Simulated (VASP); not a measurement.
The system is MoS2.

```
Mo S
1.0
     1.58000    0.91221    6.15000
    -1.58000    0.91221    6.15000
     0.00000   -1.82443    6.15000
Mo S
1 2
Direct
  0.00000 0.00000 0.00000
  0.25000 0.25000 0.25000
  0.41700 0.41700 0.41700
```

Measurements of this composition are mostly on another form, of space group No. 194.

| Item | Value |
| --- | --- |
| Program | VASP 6.6.1 |
| Task | relaxation of cell and atoms |
| Functional | PBE |
| Potentials or basis | VASP PAW PBE potentials, release 64 (Mo_sv, S) |
| Cutoff | 600 eV |
| k mesh | 7 × 7 × 7 |
| Occupations | methfessel-paxton, width 0.15 eV |
| Spin | no spin polarisation |

At the start: pressure 5.2 GPa; volume 17.73 Å³/atom.

Question: How do energy, volume and symmetry change on relaxing?

Answer: Over 26 steps the energy falls by 20.9 meV/atom and the volume is 21.05 Å³/atom (+18.8 %); space group R3m (No. 160, to 0.05 Å).

The path:
```
step  energy change (eV)  largest force (eV/Å)  pressure (GPa)  volume (Å³)
   1              0.0000                0.5067            5.20        53.18
   2              0.0760                1.3351           -7.89        57.74
   3             -0.0276                0.2002            0.16        54.68
   4             -0.0276                0.1907            0.23        54.65
   5             -0.0306                0.1563            0.15        54.93
   6             -0.0361                0.1018           -0.10        55.72
   7             -0.0351                0.2968           -0.42        57.33
   8             -0.0376                0.1812           -0.21        56.42
   9             -0.0389                0.1568           -0.23        56.53
  10             -0.0426                0.0834           -0.27        56.84
  11             -0.0482                0.0650           -0.32        57.46
  12             -0.0536                0.3692           -0.25        58.70
  13             -0.0582                0.0854            0.00        59.06
  14             -0.0589                0.0827            0.16        59.26
  15             -0.0594                0.0849            0.15        59.47
  16             -0.0605                0.0831            0.15        60.11
  17             -0.0619                0.0927            0.24        61.39
  18             -0.0616                0.1345            0.60        63.94
  19             -0.0622                0.1033            0.48        62.60
  20             -0.0626                0.0437           -0.16        63.28
  21             -0.0627                0.0316            0.00        63.10
  22             -0.0627                0.0327            0.00        63.11
  23             -0.0627                0.0368           -0.08        63.19
  24             -0.0627                0.0331           -0.03        63.14
  25             -0.0627                0.0331           -0.03        63.13
  26             -0.0627                0.0077            0.02        63.16
```

Final structure:
```
Mo S
1.0
     1.59190    0.91908    7.19441
    -1.59190    0.91908    7.19441
     0.00000   -1.83817    7.19441
Mo S
1 2
Direct
  0.00010 0.00010 0.00010
  0.26106 0.26106 0.26106
  0.40584 0.40584 0.40584
```

Caveat: the volume moved by over 15 % at a fixed basis, so the end points are rough; the volume moved by +19 % from the deposited cell, more than functionals usually miss.
